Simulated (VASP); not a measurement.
# A point defect in a supercell of SrCl2, part 7 of 7

How easily does a point defect form in SrCl2? The host is relaxed first, then a supercell is run with and without the defect. The start is a cell from a database of measured crystal structures.

VASP 6.6.1, plane waves and PAW; the level of theory is named at each step.

So far. Step 6 (Relaxing the atoms): The run ended after 3 ionic steps, 0.000 eV below its first step, once the forces on the free atoms met EDIFFG = -0.03. Step 6 (Relaxing the atoms): Energy at zero smearing: -3.56874 eV.

### 11. Relaxing the defect, charge -2

Level of this step: PBE, spin-polarised, with small moments to start from; plane waves and PAW (Cu, Sr_sv, Cl) (VASP).

This cell carries charge -2, set by NELECT and balanced by a uniform background.

Contents of INCAR:

```
SYSTEM = Sr7CuCl16
PREC = Normal
ENCUT = 300
EDIFF = 1E-05
NELM = 120
ISMEAR = 0
SIGMA = 0.05
LREAL = Auto
ALGO = Fast
GGA = PE
NELECT = 195
NBANDS = 135
ISPIN = 2
MAGMOM = 0.6 0 0 0 0 0 0 0 0 0 0 0.6 0 0 0 0.6 0 0 0 0 0.6 0 0 0
LASPH = .TRUE.
LMAXMIX = 4
LORBIT = 11
LWAVE = True
LCHARG = .FALSE.
NCORE = 4
IBRION = 2
NSW = 50
ISIF = 2
EDIFFG = -0.03
POTIM = 0.4
MAXMIX = 40
ISYM = 0
```

Contents of POSCAR:

```
Sr7CuCl16
1.0
    0.0000000000      7.0486791038      7.0486791038
    7.0486791038      0.0000000000      7.0486791038
    7.0486791038      7.0486791038      0.0000000000
Cu Sr Cl
1 7 16
Direct
    0.0008141700      0.0019115400      0.9986235800
    0.0000000000      0.0000000000      0.5000000000
    0.0000000000      0.5000000000      0.0000000000
    0.0000000000      0.5000000000      0.5000000000
    0.5000000000      0.0000000000      0.0000000000
    0.5000000000      0.0000000000      0.5000000000
    0.5000000000      0.5000000000      0.0000000000
    0.5000000000      0.5000000000      0.5000000000
    0.3750000000      0.3750000000      0.3750000000
    0.3750000000      0.3750000000      0.8750000000
    0.3750000000      0.8750000000      0.3750000000
    0.3750621100      0.8764504000      0.8758515000
    0.8750000000      0.3750000000      0.3750000000
    0.8723642400      0.3840791900      0.8722770300
    0.8743613500      0.8767642000      0.3789640000
    0.8829423400      0.8754007400      0.8732631600
    0.1247251600      0.1267958900      0.1308720800
    0.1289589100      0.1238351200      0.6210221300
    0.1294973300      0.6223322200      0.1221843600
    0.1250000000      0.6250000000      0.6250000000
    0.6271408300      0.1302621200      0.1178803600
    0.6250000000      0.1250000000      0.6250000000
    0.6250000000      0.6250000000      0.1250000000
    0.6250000000      0.6250000000      0.6250000000
```

Contents of KPOINTS:

```
Automatic mesh
0
Gamma
2 2 2
0 0 0
```

Potentials, in the order of the species: Cu, Sr_sv and Cl (PBE family, release 64).

Launch:

```sh
$ mpirun -np 4 vasp_std
```

What it wrote:

```text
[... set-up lines as in an earlier step ...]
 entering main loop
       N       E                     dE             d eps       ncg     rms          rms(c)
DAV:   1     0.123688800239E+04    0.12369E+04   -0.64601E+04  4320   0.848E+02
DAV:   2     0.356890383439E+02   -0.12012E+04   -0.11414E+04  5128   0.245E+02
DAV:   3    -0.869643139956E+02   -0.12265E+03   -0.12089E+03  5640   0.788E+01
DAV:   4    -0.939637286739E+02   -0.69994E+01   -0.69646E+01  7416   0.246E+01
DAV:   5    -0.943976616217E+02   -0.43393E+00   -0.43356E+00  7072   0.324E+00BRMIX: very serious problems
 the old and the new charge density differ
 old charge density:   193.00000 new  194.99995
    0.346E+01
RMM:   6    -0.910860038716E+02    0.33117E+01   -0.72054E+00  4517   0.508E+00    0.205E+01
RMM:   7    -0.912330286463E+02   -0.14702E+00   -0.64050E+00  5358   0.506E+00    0.796E+00
RMM:   8    -0.913078496962E+02   -0.74821E-01   -0.63901E-01  6068   0.218E+00    0.294E+00
RMM:   9    -0.912770315055E+02    0.30818E-01   -0.31796E-01  5562   0.120E+00    0.125E+00
RMM:  10    -0.912841668819E+02   -0.71354E-02   -0.68846E-02  6507   0.555E-01    0.579E-01
RMM:  11    -0.912896525858E+02   -0.54857E-02   -0.37408E-02  6777   0.346E-01    0.308E-01
RMM:  12    -0.912948229141E+02   -0.51703E-02   -0.33757E-02  6871   0.270E-01    0.104E-01
RMM:  13    -0.912966282375E+02   -0.18053E-02   -0.16294E-02  7050   0.206E-01    0.108E-01
WARNING in EDDRMM: call to ZHEGV failed, returncode =   6  3     51
RMM:  14    -0.912982221658E+02   -0.15939E-02   -0.15871E-02  7021   0.173E-01    0.632E-02
RMM:  15    -0.912992239829E+02   -0.10018E-02   -0.92965E-03  7052   0.153E-01    0.354E-02
RMM:  16    -0.913000527334E+02   -0.82875E-03   -0.87542E-03  6773   0.135E-01    0.262E-02
RMM:  17    -0.913005898101E+02   -0.53708E-03   -0.56953E-03  6802   0.118E-01    0.226E-02
WARNING in EDDRMM: call to ZHEGV failed, returncode =   6  3     64
WARNING in EDDRMM: call to ZHEGV failed, returncode =   8  4     66
WARNING in EDDRMM: call to ZHEGV failed, returncode =   6  3     34
RMM:  18    -0.913010827173E+02   -0.49291E-03   -0.51827E-03  6647   0.106E-01    0.188E-02
RMM:  19    -0.913014088014E+02   -0.32608E-03   -0.34836E-03  6669   0.961E-02    0.127E-02
RMM:  20    -0.913017129418E+02   -0.30414E-03   -0.32292E-03  6650   0.876E-02    0.526E-03
RMM:  21    -0.913019327484E+02   -0.21981E-03   -0.23341E-03  6534   0.775E-02    0.776E-03
RMM:  22    -0.913021227485E+02   -0.19000E-03   -0.20168E-03  6434   0.697E-02    0.113E-02
WARNING in EDDRMM: call to ZHEGV failed, returncode =   6  3     37
RMM:  23    -0.913022717721E+02   -0.14902E-03   -0.15809E-03  6372   0.632E-02    0.269E-02
RMM:  24    -0.913023924173E+02   -0.12065E-03   -0.12799E-03  6220   0.565E-02    0.290E-02
WARNING in EDDRMM: call to ZHEGV failed, returncode =   8  4     57
RMM:  25    -0.913024865640E+02   -0.94147E-04   -0.99581E-04  6113   0.510E-02    0.366E-02
WARNING in EDDRMM: call to ZHEGV failed, returncode =   8  4     66
RMM:  26    -0.913025619339E+02   -0.75370E-04   -0.81148E-04  5944   0.462E-02    0.374E-02
RMM:  27    -0.913026184126E+02   -0.56479E-04   -0.62174E-04  5817   0.424E-02    0.342E-02
RMM:  28    -0.913026682116E+02   -0.49799E-04   -0.53967E-04  5584   0.392E-02    0.301E-02
WARNING in EDDRMM: call to ZHEGV failed, returncode =   8  4     37
RMM:  29    -0.913027054406E+02   -0.37229E-04   -0.39788E-04  5578   0.365E-02    0.293E-02
RMM:  30    -0.913027375054E+02   -0.32065E-04   -0.34633E-04  5188   0.324E-02    0.332E-02
RMM:  31    -0.913027617263E+02   -0.24221E-04   -0.26503E-04  5141   0.298E-02    0.325E-02
RMM:  32    -0.913027824454E+02   -0.20719E-04   -0.22712E-04  4835   0.271E-02    0.337E-02
RMM:  33    -0.913027987283E+02   -0.16283E-04   -0.17814E-04  4693   0.253E-02    0.348E-02
RMM:  34    -0.913028124642E+02   -0.13736E-04   -0.14892E-04  4428   0.228E-02    0.359E-02
WARNING in EDDRMM: call to ZHEGV failed, returncode =   8  4     76
RMM:  35    -0.913028235255E+02   -0.11061E-04   -0.12136E-04  4389   0.216E-02    0.372E-02
RMM:  36    -0.913028325197E+02   -0.89942E-05   -0.10134E-04  4275   0.196E-02    0.360E-02
RMM:  37    -0.913028396437E+02   -0.71240E-05   -0.81667E-05  4233   0.185E-02
   1 F= -.91302840E+02 E0= -.91299803E+02  d E =-.913028E+02  mag=     0.7500
[...]
N       E                     dE             d eps       ncg     rms          rms(c)
DAV:   1    -0.913467513691E+02   -0.43919E-01   -0.48940E+00  5440   0.384E+00    0.126E+00
RMM:   2    -0.913178206638E+02    0.28931E-01   -0.31330E-01  4710   0.142E+00    0.210E+00
RMM:   3    -0.910698189345E+02    0.24800E+00   -0.10999E-01  5020   0.857E-01    0.167E+00
RMM:   4    -0.913005211212E+02   -0.23070E+00   -0.16876E-01  5420   0.938E-01    0.398E+00
[...]
RMM:  19    -0.913732822746E+02   -0.42000E-03   -0.39896E-04  5567   0.464E-02    0.950E-01
RMM:  20    -0.913730817623E+02    0.20051E-03   -0.12145E-04  4577   0.278E-02    0.939E-01
RMM:  21    -0.913731083503E+02   -0.26588E-04   -0.59228E-05  3805   0.163E-02    0.942E-01
WARNING in EDDRMM: call to ZHEGV failed, returncode =   8  4     49
RMM:  22    -0.913730923542E+02    0.15996E-04   -0.53137E-05  3778   0.165E-02    0.955E-01
RMM:  23    -0.913725524595E+02    0.53989E-03   -0.89148E-05  3937   0.227E-02    0.938E-01
RMM:  24    -0.913706191247E+02    0.19333E-02   -0.52105E-04  5640   0.554E-02    0.809E-01
RMM:  25    -0.913694545342E+02    0.11646E-02   -0.50114E-04  6068   0.633E-02    0.741E-01
RMM:  26    -0.913684865699E+02    0.96796E-03   -0.33240E-04  5784   0.441E-02    0.648E-01
RMM:  27    -0.913673056217E+02    0.11809E-02   -0.66839E-04  6783   0.628E-02    0.511E-01
RMM:  28    -0.913664857830E+02    0.81984E-03   -0.72427E-04  6435   0.580E-02    0.378E-01
RMM:  29    -0.913660564786E+02    0.42930E-03   -0.58193E-04  6512   0.538E-02    0.270E-01
RMM:  30    -0.913661150123E+02   -0.58534E-04   -0.37525E-04  5122   0.511E-02    0.247E-01
 hard stop encountered!  aborting job ...
 [... a notice as in an earlier step ...]

 soft stop encountered!  aborting job ...
   2 F= -.91366115E+02 E0= -.91363107E+02  d E =-.601605E-02  mag=     0.7500
 writing wavefunctions
 deleting file STOPCAR
```

It took 18 min on 4 MPI ranks of Intel Xeon Platinum 8259CL at 2.50GHz (Skylake/Cascade Lake), shared host; peak memory 0.97 GiB.

The run was stopped at its time limit, so it gives no result of its own.

### 12. Outcome

| Property | Result |
| --- | --- |
| result | none |

**Reading.** The session ends without its result: «relax the defect» met its time limit; «relax the defect» at charge -1 met its time limit; «relax the defect» at charge -2 met its time limit.

[Lines on the potential files, build, host, timing and source positions are cut from VASP's logs without a mark.]

[Logs are printed without paths, hosts, clocks, repeated set-up lines and the standing remarks that a program may print on its own settings, such as how far it seeks lower states.]

[Hosts, paths, dates, database ids (printed as entryN), source tags and the programs' standing remarks are cut or masked in the printed files.]

[In band tables of VASP the shares of atoms and orbitals are scaled to a sum of 1 inside the atoms' spheres.]

[Runs that stopped without an error message from VASP are left out.]
